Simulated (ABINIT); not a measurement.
The system is ZnSe (Stilleite).

```
CELL_PARAMETERS angstrom
0.00000 2.83380 2.83380
2.83380 0.00000 2.83380
2.83380 2.83380 0.00000
ATOMIC_POSITIONS crystal
Se 0.75000 0.75000 0.75000
Zn 0.00000 0.00000 0.00000
```

* Program: ABINIT 10.8.3 (patched build)
* Task: relaxation of cell and atoms
* Functional: LDA
* Potentials or basis: PseudoDojo NC SR LDA v0.4.1 standard
* Cutoff: 1170 eV
* k mesh: 6 × 6 × 6
* Occupations: fermi-dirac, width 0.05 eV
* Spin: no spin polarisation

At the start: pressure -3.4 GPa; volume 22.76 Å³/atom.

**Question.** Where does the relaxation end?

**Answer.** Over 5 steps the energy falls by 13.2 meV/atom and the volume is 21.57 Å³/atom (-5.2 %); space group F-43m (No. 216, to 0.05 Å).

Step by step:
| step | energy change (eV) | largest force (eV/Å) | pressure (GPa) | volume (Å³) |
| --- | --- | --- | --- | --- |
| 1 | 0.0000 | 0.0000 | -3.40 | 45.51 |
| 2 | -0.0091 | 0.0000 | -2.80 | 45.04 |
| 3 | -0.0263 | 0.0000 | 0.26 | 42.99 |
| 4 | -0.0265 | 0.0000 | -0.02 | 43.15 |
| 5 | -0.0265 | 0.0000 | 0.00 | 43.14 |

Final structure:
```xyz
2
Lattice="0.0000 2.7837 2.7837 2.7837 0.0000 2.7837 2.7837 2.7837 0.0000" Properties=species:S:1:pos:R:3 pbc="T T T"
Se    4.1755    4.1755    4.1755
Zn    0.0000    0.0000    0.0000
```
